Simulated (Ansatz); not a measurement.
We consider wurtzite BeO, described by r²SCAN-D4 in Ansatz (plane waves, PAW).

Settings: plane-wave cutoff 560 eV, 18×18×8 k mesh (along the axes of the cell as run), Fermi–Dirac smearing 0.01 eV, scalar-relativistic PAW data made under PBE.

Computed at the level's own relaxed cell.

### Question
What does this level give for the c axis length, equilibrium lattice constant a, width of the whole s-p valence band and volume per atom?

### Answer

- c axis length = 4.358 Å
- equilibrium lattice constant a = 2.683 Å
- width of the whole s-p valence band = 19.80 eV
- volume per atom = 6.79 Å³/atom

Measured, for comparison: lattice parameter c 4.377 Å, lattice constant a 2.698 Å (temperature not stated, not corrected to a static lattice; as tabulated in Wikipedia's data pages). Computed (rounded) less measured: lattice parameter c -0.4 %, lattice constant a -0.6 %. A static lattice is as a rule a little smaller and stiffer than an uncorrected measurement, which narrows the difference in the lattice parameter c, lattice constant a and would widen misses of the other sign.

Note: the bulk modulus comes from volumes at which shape and atoms were relaxed.

Static lattice: no zero-point or thermal effects.

The result took roughly 2.2 core-minutes.

Ansatz is an electronic-structure program.
